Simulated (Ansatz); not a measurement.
# Does BaHfO3 in Pm-3m form from BaO and HfO2?

Plane-wave DFT in Ansatz with scalar-relativistic PAW potentials, cutoff 500 eV, Γ-centred meshes chosen by cell and gap, Gaussian smearing with energies taken to zero width. Every cell was relaxed (cell and atoms) in a run of its own, within the symmetry of its start. Functional: r2SCAN.

The ternary relaxed to Pm-3m, 5 atoms in the computed cell, a = 4.177 Å; sites (symmetry × multiplicity) Ba m-3m × 1, Hf m-3m × 1, O 4/mm.m × 3.

Total energies hold large constants for each element; a whole number of eV per atom of each element is taken off below, which cancels in a balanced reaction.

```tsv
compound	lowest structure computed	structures tried	V (Å³/atom)	gap on mesh (eV)	E (eV per formula unit, common shift removed)
BaHfO3	Pm-3m	1	14.58	4.19	-18.7399
BaO	Fm-3m	3	21.30	2.38	-5.9620
HfO2	P2_1/c	12	11.54	4.59	-11.4342
```

Task: Balance the reaction and work out its energy at 0 K.

Result: The balance is BaO + HfO2 → BaHfO3. ΔE = -1.344 eV per formula unit, -269 meV/atom, and the volume changes by -5.6 %. The ternary lies below these binaries, so it can form from them; whether it is stable also hangs on other ternaries and on other oxidation states, which this balance leaves out. Against the elements it is bound by 3.65 eV/atom, 14 times the size of this reaction energy: most of the binding is already in the binaries, and stability is decided by the small rest. A lower form of a binary that wasn't tried would raise the value, and a lower form of the ternary would lower it.

Spin-orbit coupling is left out, which matters for the bands of heavy elements.